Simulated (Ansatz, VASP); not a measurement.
**One calculation of CdS (Greenockite), two programs**

```
CELL_PARAMETERS angstrom
4.15000 0.00000 0.00000
-2.07500 3.59401 0.00000
0.00000 0.00000 6.73700
ATOMIC_POSITIONS crystal
Cd 0.33398 0.67223 0.99614
Cd 0.64739 0.30660 0.49315
S 0.32399 0.65186 0.37338
S 0.65624 0.32798 0.88382
```

Alike in both runs: task single point; functional LDA; k mesh 6 × 6 × 2; no spin polarisation.

|  | VASP | Ansatz |
| --- | --- | --- |
| version | VASP 6.6.1 | Ansatz 0.2.0 |
| potentials or method | VASP PAW LDA potentials, release 64 (Cd, S) | plane waves, PAW |
| plane-wave cutoff (eV) | 520 | 540 |
| occupations | gaussian, width 0.01 eV | fixed |
| valence electrons in the cell | 36 | 52 |

Ansatz gave:

```
pressure (GPa)                                  : -3.0
largest component of the traceless stress (GPa) : 0.97
rms of the force components (eV/Å)              : 0.211
```

Task: What did VASP give for the same quantities?

Result: Pressure (GPa): -2.5; largest component of the traceless stress (GPa): 1.03; rms of the force components (eV/Å): 0.219.

Atom by atom the forces differ by 0.008 eV/Å (rms over components). The two sets of potentials don't hold the same shells in valence. Ansatz warned: «stress_scf_threshold_loose».

Caveats: the k mesh is coarse (spacing up to 0.47 Å⁻¹), so the values aren't converged. As with any semilocal functional, this LDA gap is likely too small.
